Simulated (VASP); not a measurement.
A run of VASP 6.6.1:

The input INCAR:

```
SYSTEM = AlN
ALGO = Normal
EDIFF = 1E-7
EDIFFG = -0.002
ENCUT = 520
GGA = PE
IBRION = 2
ISIF = 3
ISMEAR = 0
LASPH = .True.
LCHARG = .False.
LREAL = .False.
LWAVE = .False.
NELM = 4
NSW = 80
PREC = Accurate
SIGMA = 0.02
```

Contents of KPOINTS:

```
k-points
0
Gamma
  12 12 6
  0 0 0
```

File POSCAR:

```
AlN                                     
1.0
    3.1285621191      0.0000000000     -0.0000000000
   -1.5642810596      2.7094142705     -0.0000000000
   -0.0000000000     -0.0000000000      5.0164876397
  Al              N             
     2     2
Direct
     0.3333333300000021    0.6666666699999979    0.9992468851748776
     0.6666666699999979    0.3333333300000021    0.4992468851748776
     0.3333333300000021    0.6666666699999979    0.3807531148251250
     0.6666666699999979    0.3333333300000021    0.8807531148251249
```

Potentials or basis: VASP PAW PBE potentials, release 64 (Al, N).

Run with:

```bash
$ cat potpaw_PBE.64/Al/POTCAR potpaw_PBE.64/N/POTCAR > POTCAR
$ mpirun -np 1 vasp_std > vasp.out
```

Hardware: 1 thread of Intel(R) Xeon(R) Platinum 8259CL CPU @ 2.50GHz (Skylake/Cascade Lake), on a shared host.

Problem. Estimate the wall time of this run.

Solution. It took 2.9 min on 1 thread of Intel(R) Xeon(R) Platinum 8259CL CPU @ 2.50GHz (Skylake/Cascade Lake), with other jobs on the host, peak memory 0.18 GiB. Counts: scf iterations 81, k points 76, ion steps 22.
